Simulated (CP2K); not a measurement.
# WS2 in CP2K: a series of runs, part 2 of 2

CP2K 2026.2. Earlier steps stand in the parts before.

**3. Band structure, PBEsol**

ws2_bands.inp reads:

```
&GLOBAL
  PROJECT ws2_bands
  RUN_TYPE ENERGY_FORCE
  PRINT_LEVEL LOW
&END GLOBAL
&FORCE_EVAL
  METHOD QS
  STRESS_TENSOR ANALYTICAL
  &DFT
    BASIS_SET_FILE_NAME BASIS_MOLOPT_UZH
    POTENTIAL_FILE_NAME POTENTIAL_UZH
    &MGRID
      CUTOFF 450
      REL_CUTOFF 60
      NGRIDS 4
    &END MGRID
    &QS
      METHOD GPW
      EPS_DEFAULT 1.0E-10
    &END QS
    &KPOINTS
      SCHEME MONKHORST-PACK 10 10 2
      GAMMA_CENTERED T
      SYMMETRY T
      SYMMETRY_BACKEND SPGLIB
    &END KPOINTS
    &SCF
      SCF_GUESS ATOMIC
      EPS_SCF 1.0E-6
      MAX_SCF 100
      ADDED_MOS 24
      CHOLESKY OFF
      EPS_EIGVAL 1.0E-7
      &DIAGONALIZATION ON
        ALGORITHM STANDARD
      &END DIAGONALIZATION
      &MIXING ON
        METHOD BROYDEN_MIXING
        ALPHA 0.4
        BETA 1.5
        NBUFFER 8
      &END MIXING
      &SMEAR ON
        METHOD FERMI_DIRAC
        ELECTRONIC_TEMPERATURE [K] 116.045
      &END SMEAR
    &END SCF
    &XC
      &XC_FUNCTIONAL
        &GGA_X_PBE_SOL
        &END GGA_X_PBE_SOL
        &GGA_C_PBE_SOL
        &END GGA_C_PBE_SOL
      &END XC_FUNCTIONAL
    &END XC
    &PRINT
      &KPOINTS ON
      &END KPOINTS
      &MULLIKEN ON
      &END MULLIKEN
      &MO ON
        ENERGIES T
        OCCUPATION_NUMBERS T
        &EACH
          QS_SCF 0
        &END EACH
        ADD_LAST NUMERIC
      &END MO
      &BAND_STRUCTURE
        FILE_NAME bands.bs
        ADDED_MOS 6
        &KPOINT_SET
          UNITS B_VECTOR
          NPOINTS 10
          SPECIAL_POINT GAMMA 0.00000000 0.00000000 0.00000000
          SPECIAL_POINT M 0.50000000 0.00000000 0.00000000
          SPECIAL_POINT K 0.33333333 0.33333333 0.00000000
          SPECIAL_POINT GAMMA 0.00000000 0.00000000 0.00000000
          SPECIAL_POINT A 0.00000000 0.00000000 0.50000000
          SPECIAL_POINT L 0.50000000 0.00000000 0.50000000
          SPECIAL_POINT H 0.33333333 0.33333333 0.50000000
          SPECIAL_POINT A 0.00000000 0.00000000 0.50000000
        &END KPOINT_SET
        &KPOINT_SET
          UNITS B_VECTOR
          NPOINTS 10
          SPECIAL_POINT L 0.50000000 0.00000000 0.50000000
          SPECIAL_POINT M 0.50000000 0.00000000 0.00000000
        &END KPOINT_SET
        &KPOINT_SET
          UNITS B_VECTOR
          NPOINTS 10
          SPECIAL_POINT K 0.33333333 0.33333333 0.00000000
          SPECIAL_POINT H 0.33333333 0.33333333 0.50000000
        &END KPOINT_SET
      &END BAND_STRUCTURE
    &END PRINT
  &END DFT
  &SUBSYS
    &CELL
      A 3.1832085602 0.0000000000 0.0000000000
      B -1.5916042801 2.7567394786 0.0000000000
      C 0.0000000000 0.0000000000 23.6687632500
      PERIODIC XYZ
    &END CELL
    &COORD
      W   1.5916042803 0.9189131594 8.5842452807
      W   -0.0000000002 1.8378263192 15.0845179693
      S   1.5916042803 0.9189131594 16.6434930136
      S   -0.0000000002 1.8378263192 10.1434418646
      S   1.5916042803 0.9189131594 13.5253213854
      S   -0.0000000002 1.8378263192 7.0252702364
    &END COORD
    &KIND W
      BASIS_SET TZVP-MOLOPT-PBE-GTH-q14
      POTENTIAL GTH-PBE-q14
    &END KIND
    &KIND S
      BASIS_SET TZVP-MOLOPT-PBE-GTH-q6
      POTENTIAL GTH-PBE-q6
    &END KIND
    &PRINT
      &ATOMIC_COORDINATES ON
      &END ATOMIC_COORDINATES
      &CELL ON
      &END CELL
    &END PRINT
  &END SUBSYS
  &PRINT
    &FORCES ON
    &END FORCES
    &STRESS_TENSOR ON
    &END STRESS_TENSOR
  &END PRINT
&END FORCE_EVAL
```

Potentials or basis: POTENTIAL_UZH W GTH-PBE-q14, S GTH-PBE-q6; TZVP-MOLOPT-PBE-GTH basis.

Run with:

```sh
$ OMP_NUM_THREADS=1 mpirun -n 3 cp2k.psmp -i ws2_bands.inp -o ws2_bands.out
```

Wall time 71 s (3 MPI ranks of Intel Xeon Platinum 8259CL at 2.50GHz (Skylake/Cascade Lake), shared host).

It converged, with:

- Free energy: -4819.0140 eV
- Largest force: 0.029 eV/Å
- Band gap on the k mesh: 1.65 eV, indirect (least direct gap 2.14 eV)
- Band gap along the path: 1.45 eV, indirect (least direct gap 1.77 eV)
- Mulliken charges: W -0.02; S -0.03, +0.05 e

Forces on the atoms (eV/Å):
```
W    0.000  0.000 -0.008
W    0.000  0.000  0.008
S    0.000  0.000 -0.029
S    0.000  0.000  0.011
S    0.000  0.000 -0.011
S    0.000  0.000  0.029
```

Stress tensor (GPa, compression positive):
```
-1.75  0.00  0.00
 0.00 -1.75  0.00
 0.00  0.00 -0.21
```

Levels at the corners of the path, in eV from the valence-band top:
| point | band 23 | band 24 | band 25 | band 26 | band 27 | band 28 | band 29 | band 30 |
| --- | --- | --- | --- | --- | --- | --- | --- | --- |
| Γ | -2.01 | -2.01 | -0.50 | 0.00 | 2.56 | 2.56 | 2.56 | 2.56 |
| M | -1.68 | -1.63 | -1.31 | -1.26 | 2.54 | 2.56 | 2.97 | 3.05 |
| K | -2.67 | -2.67 | -0.38 | -0.32 | 1.45 | 1.45 | 2.83 | 3.24 |
| Γ | -2.01 | -2.01 | -0.50 | 0.00 | 2.56 | 2.56 | 2.56 | 2.56 |
| A | -2.01 | -2.01 | -0.50 | 0.00 | 2.56 | 2.56 | 2.56 | 2.56 |
| L | -1.68 | -1.63 | -1.31 | -1.26 | 2.54 | 2.56 | 2.97 | 3.05 |
| H | -2.67 | -2.67 | -0.38 | -0.32 | 1.45 | 1.45 | 2.83 | 3.24 |
| A | -2.01 | -2.01 | -0.50 | 0.00 | 2.56 | 2.56 | 2.56 | 2.56 |
| L | -1.68 | -1.63 | -1.31 | -1.26 | 2.54 | 2.56 | 2.97 | 3.05 |
| M | -1.68 | -1.63 | -1.31 | -1.26 | 2.54 | 2.56 | 2.97 | 3.05 |
| K | -2.67 | -2.67 | -0.38 | -0.32 | 1.45 | 1.45 | 2.83 | 3.24 |
| H | -2.67 | -2.67 | -0.38 | -0.32 | 1.45 | 1.45 | 2.83 | 3.24 |

Caveat: Mulliken charges move with the basis; the potentials were made for another functional, which shifts forces and pressure; spin-orbit coupling is left out, which moves the levels of the heavy elements; the basis of atomic orbitals isn't converged, which shifts pressures, moduli and gaps.

**4. Band structure, r2SCAN**

Edit ws2_bands.inp of step 3 so:

```diff
@@ -12,3 +12,3 @@
     &MGRID
-      CUTOFF 450
+      CUTOFF 675
       REL_CUTOFF 60
@@ -18,3 +18,3 @@
       METHOD GPW
-      EPS_DEFAULT 1.0E-10
+      EPS_DEFAULT 1.0E-9
     &END QS
@@ -44,3 +44,3 @@
         METHOD FERMI_DIRAC
-        ELECTRONIC_TEMPERATURE [K] 116.045
+        ELECTRONIC_TEMPERATURE [K] 580.226
       &END SMEAR
@@ -49,6 +49,6 @@
       &XC_FUNCTIONAL
-        &GGA_X_PBE_SOL
-        &END GGA_X_PBE_SOL
-        &GGA_C_PBE_SOL
-        &END GGA_C_PBE_SOL
+        &MGGA_X_R2SCAN
+        &END MGGA_X_R2SCAN
+        &MGGA_C_R2SCAN
+        &END MGGA_C_R2SCAN
       &END XC_FUNCTIONAL
@@ -68,8 +68,13 @@
       &END MO
+      &LOWDIN ON
+      &END LOWDIN
+      &HIRSHFELD ON
+        SHAPE_FUNCTION DENSITY
+      &END HIRSHFELD
       &BAND_STRUCTURE
         FILE_NAME bands.bs
-        ADDED_MOS 6
+        ADDED_MOS 2
         &KPOINT_SET
           UNITS B_VECTOR
-          NPOINTS 10
+          NPOINTS 8
           SPECIAL_POINT GAMMA 0.00000000 0.00000000 0.00000000
@@ -85,3 +90,3 @@
           UNITS B_VECTOR
-          NPOINTS 10
+          NPOINTS 8
           SPECIAL_POINT L 0.50000000 0.00000000 0.50000000
@@ -91,3 +96,3 @@
           UNITS B_VECTOR
-          NPOINTS 10
+          NPOINTS 8
           SPECIAL_POINT K 0.33333333 0.33333333 0.00000000
@@ -106,16 +111,17 @@
     &COORD
-      W   1.5916042803 0.9189131594 8.5842452807
-      W   -0.0000000002 1.8378263192 15.0845179693
-      S   1.5916042803 0.9189131594 16.6434930136
-      S   -0.0000000002 1.8378263192 10.1434418646
-      S   1.5916042803 0.9189131594 13.5253213854
-      S   -0.0000000002 1.8378263192 7.0252702364
+      SCALED
+      W   0.6666666667 0.3333333333 0.3626824600
+      W   0.3333333333 0.6666666667 0.6373175400
+      S   0.6666666667 0.3333333333 0.7031838900
+      S   0.3333333333 0.6666666667 0.4285581700
+      S   0.6666666667 0.3333333333 0.5714418300
+      S   0.3333333333 0.6666666667 0.2968161100
     &END COORD
     &KIND W
-      BASIS_SET TZVP-MOLOPT-PBE-GTH-q14
-      POTENTIAL GTH-PBE-q14
+      BASIS_SET TZVP-MOLOPT-SCAN-GTH-q14
+      POTENTIAL GTH-SCAN-q14
     &END KIND
     &KIND S
-      BASIS_SET TZVP-MOLOPT-PBE-GTH-q6
-      POTENTIAL GTH-PBE-q6
+      BASIS_SET TZVP-MOLOPT-SCAN-GTH-q6
+      POTENTIAL GTH-SCAN-q6
     &END KIND
```

Potentials or basis: POTENTIAL_UZH W GTH-SCAN-q14, S GTH-SCAN-q6; TZVP-MOLOPT-SCAN-GTH basis.

Run with:

```sh
$ OMP_NUM_THREADS=1 mpirun -n 3 cp2k.psmp -i ws2_bands.inp -o ws2_bands.out
```

ws2_bands.out:

```text

 CP2K| version string:                                       CP2K version 2026.2
 CP2K| Input file name                                             ws2_bands.inp

 GLOBAL| Force Environment number                                              1
 GLOBAL| Basis set file name                                    BASIS_MOLOPT_UZH
 GLOBAL| Potential file name                                       POTENTIAL_UZH
 GLOBAL| MM Potential file name                                     MM_POTENTIAL
 GLOBAL| Coordinate file name                                      __STD_INPUT__
 GLOBAL| Method name                                                        CP2K
 GLOBAL| Project name                                                  ws2_bands
 GLOBAL| Run type                                                   ENERGY_FORCE
 GLOBAL| FFT library                                                       FFTW3
 GLOBAL| Diagonalization library                                       ScaLAPACK
 GLOBAL| Cholesky decomposition library                                ScaLAPACK
 GLOBAL| DGEMM library                                                      BLAS
 GLOBAL| Direct generalized diagonalization requested                          F
 GLOBAL| Matrix multiplication library                                 ScaLAPACK
 GLOBAL| Global print level                                                  LOW
 GLOBAL| Total number of message passing processes                             3
 GLOBAL| Number of threads for this process                                    1
 GLOBAL| CPU model name           Intel(R) Xeon(R) Platinum 8259CL CPU @ 2.50GHz

 CELL| Volume [angstrom^3]:                                           207.699947
 CELL| Vector a [angstrom]:       3.183     0.000     0.000   |a| =     3.183209
 CELL| Vector b [angstrom]:      -1.592     2.757     0.000   |b| =     3.183209
[... 1015 lines left out ...]
 KPOINTS| Special point     6           L     0.500000     0.000000     0.500000
 KPOINTS| Special point     7           H     0.333333     0.333333     0.500000
 KPOINTS| Special point     8           A     0.000000     0.000000     0.500000
 KPOINTS| Number of k-points in set    2                                       9
 KPOINTS| In units of b-vector [2pi/Bohr]
 KPOINTS| Special point     1           L     0.500000     0.000000     0.500000
 KPOINTS| Special point     2           M     0.500000     0.000000     0.000000
 KPOINTS| Number of k-points in set    3                                       9
 KPOINTS| In units of b-vector [2pi/Bohr]
 KPOINTS| Special point     1           K     0.333333     0.333333     0.000000
 KPOINTS| Special point     2           H     0.333333     0.333333     0.500000

 ENERGY| Total FORCE_EVAL ( QS ) energy [hartree]           -177.032311788791105

 FORCES| Atomic forces [hartree/bohr]
 FORCES|   Atom     x               y               z               |f|
 FORCES|      1  2.79708861E-09 -3.08697771E-08 -1.46731849E-04   1.46731852E-04
 FORCES|      2 -2.79731664E-09  3.08696274E-08  1.46731849E-04   1.46731852E-04
 FORCES|      3  9.45185774E-10 -1.66314736E-08 -2.61422660E-03   2.61422660E-03
 FORCES|      4 -1.47922162E-09  2.47783921E-08 -2.42321523E-03   2.42321523E-03
 FORCES|      5  1.47921533E-09 -2.47783887E-08  2.42321523E-03   2.42321523E-03
 FORCES|      6 -9.45187003E-10  1.66314767E-08  2.61422660E-03   2.61422660E-03
 FORCES| Sum    -2.35549235E-13 -1.43135808E-13 -3.48939627E-14
 FORCES| Total atomic force                                       2.77828887E-13

 STRESS| Analytical stress tensor [bar]
 STRESS|                        x                   y                   z
 STRESS|      x       -7.73490948189E+03   2.85844607829E-02  -9.15480133977E-04
 STRESS|      y        2.85844607829E-02  -7.73531653119E+03  -1.79600770379E-02
 STRESS|      z       -9.15480133977E-04  -1.79600770379E-02  -6.24408664863E+03
 STRESS| 1/3 Trace                                            -7.23810422057E+03
 STRESS| Determinant                                          -3.73596024903E+11

 STRESS| Eigenvectors and eigenvalues of the analytical stress tensor [bar]
 STRESS|                        1                   2                   3
 STRESS| Eigenvalues  -7.73531852890E+03  -7.73490748439E+03  -6.24408664842E+03
 STRESS|      x          -0.069710659807      0.997567252825     -0.000000614308
 STRESS|      y           0.997567252753      0.069710659795     -0.000012043814
 STRESS|      z           0.000011971690      0.000001452396      0.999999999927
```

It took 2.8 min on 3 MPI ranks of Intel Xeon Platinum 8259CL at 2.50GHz (Skylake/Cascade Lake), shared host.

Results:

| Property | Result |
| --- | --- |
| Free energy | -4817.2942 eV |
| Largest force | 0.134 eV/Å |
| Band gap on the k mesh | 1.73 eV, indirect (least direct gap 2.24 eV) |
| Band gap along the path | 1.52 eV, indirect (least direct gap 1.86 eV) |
| Mulliken charges | W +0.25; S -0.12, -0.13 e |
| Hirshfeld charges | W +0.16; S -0.08 e |

Forces on the atoms (eV/Å):
```
W    0.000  0.000 -0.008
W    0.000  0.000  0.008
S    0.000  0.000 -0.134
S    0.000  0.000 -0.125
S    0.000  0.000  0.125
S    0.000  0.000  0.134
```

Stress tensor (GPa, compression positive):
```
-0.77  0.00  0.00
 0.00 -0.77  0.00
 0.00  0.00 -0.62
```

Levels at the corners of the path, in eV from the valence-band top:
```
point  band 23  band 24  band 25  band 26  band 27  band 28  band 29  band 30
    Γ    -2.14    -2.14    -0.48     0.00     2.74     2.74     2.74     2.74
    M    -1.79    -1.75    -1.28    -1.24     2.65     2.66     3.07     3.14
    K    -2.84    -2.84    -0.40    -0.35     1.52     1.52     3.11     3.51
    Γ    -2.14    -2.14    -0.48     0.00     2.74     2.74     2.74     2.74
    A    -2.14    -2.14    -0.48     0.00     2.74     2.74     2.74     2.74
    L    -1.79    -1.75    -1.28    -1.24     2.65     2.66     3.07     3.14
    H    -2.84    -2.84    -0.40    -0.35     1.52     1.52     3.11     3.51
    A    -2.14    -2.14    -0.48     0.00     2.74     2.74     2.74     2.74
    L    -1.79    -1.75    -1.28    -1.24     2.65     2.66     3.07     3.14
    M    -1.79    -1.75    -1.28    -1.24     2.65     2.66     3.07     3.14
    K    -2.84    -2.84    -0.40    -0.35     1.52     1.52     3.11     3.51
    H    -2.84    -2.84    -0.40    -0.35     1.52     1.52     3.11     3.51
```

Caveat: meta-GGAs are noisy in the vacuum on a uniform grid, which can shift empty levels and the work function; Mulliken charges move with the basis; spin-orbit coupling is left out, which moves the levels of the heavy elements; the basis of atomic orbitals isn't converged, which shifts pressures, moduli and gaps. r2SCAN opens gaps a little over a GGA but as a rule still falls short of measured ones.

**5. Band structure, TB-mBJ**

Edit ws2_bands.inp of step 4 so:

```diff
@@ -2,3 +2,3 @@
   PROJECT ws2_bands
-  RUN_TYPE ENERGY_FORCE
+  RUN_TYPE ENERGY
   PRINT_LEVEL LOW
@@ -7,3 +7,2 @@
   METHOD QS
-  STRESS_TENSOR ANALYTICAL
   &DFT
@@ -14,3 +13,3 @@
       REL_CUTOFF 60
-      NGRIDS 4
+      NGRIDS 5
     &END MGRID
@@ -18,3 +17,3 @@
       METHOD GPW
-      EPS_DEFAULT 1.0E-9
+      EPS_DEFAULT 1.0E-10
     &END QS
@@ -44,3 +43,3 @@
         METHOD FERMI_DIRAC
-        ELECTRONIC_TEMPERATURE [K] 580.226
+        ELECTRONIC_TEMPERATURE [K] 1160.452
       &END SMEAR
@@ -49,6 +48,6 @@
       &XC_FUNCTIONAL
-        &MGGA_X_R2SCAN
-        &END MGGA_X_R2SCAN
-        &MGGA_C_R2SCAN
-        &END MGGA_C_R2SCAN
+        &MGGA_X_TB09
+        &END MGGA_X_TB09
+        &LDA_C_PW
+        &END LDA_C_PW
       &END XC_FUNCTIONAL
@@ -75,3 +74,3 @@
         FILE_NAME bands.bs
-        ADDED_MOS 2
+        ADDED_MOS 4
         &KPOINT_SET
@@ -120,8 +119,8 @@
     &KIND W
-      BASIS_SET TZVP-MOLOPT-SCAN-GTH-q14
-      POTENTIAL GTH-SCAN-q14
+      BASIS_SET TZVP-MOLOPT-PBE-GTH-q14
+      POTENTIAL GTH-PBE-q14
     &END KIND
     &KIND S
-      BASIS_SET TZVP-MOLOPT-SCAN-GTH-q6
-      POTENTIAL GTH-SCAN-q6
+      BASIS_SET TZVP-MOLOPT-PBE-GTH-q6
+      POTENTIAL GTH-PBE-q6
     &END KIND
@@ -137,4 +136,2 @@
     &END FORCES
-    &STRESS_TENSOR ON
-    &END STRESS_TENSOR
   &END PRINT
```

Potentials or basis: POTENTIAL_UZH W GTH-PBE-q14, S GTH-PBE-q6; TZVP-MOLOPT-PBE-GTH basis.

Run with:

```sh
$ OMP_NUM_THREADS=1 mpirun -n 3 cp2k.psmp -i ws2_bands.inp -o ws2_bands.out
```

Run time: 5.2 min. Hardware: 3 MPI ranks of Intel Xeon Platinum 8259CL at 2.50GHz (Skylake/Cascade Lake), shared host.

The run converged. Its results:

- Band gap on the k mesh: 1.73 eV, indirect (least direct gap 2.14 eV)
- Band gap along the path: 1.53 eV, indirect (least direct gap 1.79 eV)
- Mulliken charges: W +0.63; S -0.32, -0.30 e
- Hirshfeld charges: W +0.12; S -0.06 e

Levels at the corners of the path, in eV from the valence-band top:
```csv
point,band 22,band 23,band 24,band 25,band 26,band 27,band 28,band 29,band 30,band 31
Γ,-2.06,-2.05,-2.05,-0.45,0.00,2.68,2.68,2.68,2.68,2.82
M,-2.48,-1.68,-1.64,-1.22,-1.17,2.55,2.57,3.02,3.09,3.77
K,-3.58,-2.75,-2.75,-0.30,-0.26,1.53,1.53,2.96,3.34,3.76
Γ,-2.06,-2.05,-2.05,-0.45,0.00,2.68,2.68,2.68,2.68,2.82
A,-2.06,-2.05,-2.05,-0.45,0.00,2.68,2.68,2.68,2.68,2.82
L,-2.48,-1.68,-1.64,-1.22,-1.17,2.55,2.57,3.02,3.09,3.77
H,-3.58,-2.75,-2.75,-0.30,-0.26,1.53,1.53,2.96,3.34,3.76
A,-2.06,-2.05,-2.05,-0.45,0.00,2.68,2.68,2.68,2.68,2.82
L,-2.48,-1.68,-1.64,-1.22,-1.17,2.55,2.57,3.02,3.09,3.77
M,-2.48,-1.68,-1.64,-1.22,-1.17,2.55,2.57,3.02,3.09,3.77
K,-3.58,-2.75,-2.75,-0.30,-0.26,1.53,1.53,2.96,3.34,3.76
H,-3.58,-2.75,-2.75,-0.30,-0.26,1.53,1.53,2.96,3.34,3.76
```

Caveat: meta-GGAs are noisy in the vacuum on a uniform grid, which can shift empty levels and the work function; Mulliken charges move with the basis; this is a model potential without an energy functional, so only levels have meaning; the potentials were made for another functional, which shifts forces and pressure; spin-orbit coupling is left out, which moves the levels of the heavy elements; the basis of atomic orbitals isn't converged, which shifts pressures, moduli and gaps.

**6. The runs side by side**

```tsv
level	potentials or basis	smearing	EPS_DEFAULT	NGRIDS	points a segment of the path (NPOINTS)	bands added on the path	CUTOFF of the grids	gap on the mesh (eV)	largest force (eV/Å)
LDA	GTH_POTENTIALS W GTH-PADE-q14, S GTH-PADE-q6; TZVP-MOLOPT-PBE-GTH basis	fermi-dirac 0.1 eV	1.0E-9	4	10	2	450 Ry	1.47	0.85
PBEsol	POTENTIAL_UZH W GTH-PBE-q14, S GTH-PBE-q6; TZVP-MOLOPT-PBE-GTH basis	fermi-dirac 0.01 eV	1.0E-10	4	10	6	450 Ry	1.65	0.03
r2SCAN	POTENTIAL_UZH W GTH-SCAN-q14, S GTH-SCAN-q6; TZVP-MOLOPT-SCAN-GTH basis	fermi-dirac 0.05 eV	1.0E-9	4	8	2	675 Ry	1.73	0.13
TB-mBJ	POTENTIAL_UZH W GTH-PBE-q14, S GTH-PBE-q6; TZVP-MOLOPT-PBE-GTH basis	fermi-dirac 0.1 eV	1.0E-10	5	8	4	675 Ry	1.73	-
```

Alike in all rows: task band structure; no spin polarisation; cell as given; k mesh 10 × 10 × 2.

Caveats: spin-orbit coupling is left out, which moves the levels of the heavy elements; the basis of atomic orbitals isn't converged, which shifts pressures, moduli and gaps; the potentials were made for another functional, which shifts forces and pressure (some runs); meta-GGAs are noisy in the vacuum on a uniform grid, which can shift empty levels and the work function (some runs); this is a model potential without an energy functional, so only levels have meaning (some runs).

Total energies depend on the potentials used, so only differences within one code and one set of settings carry meaning.
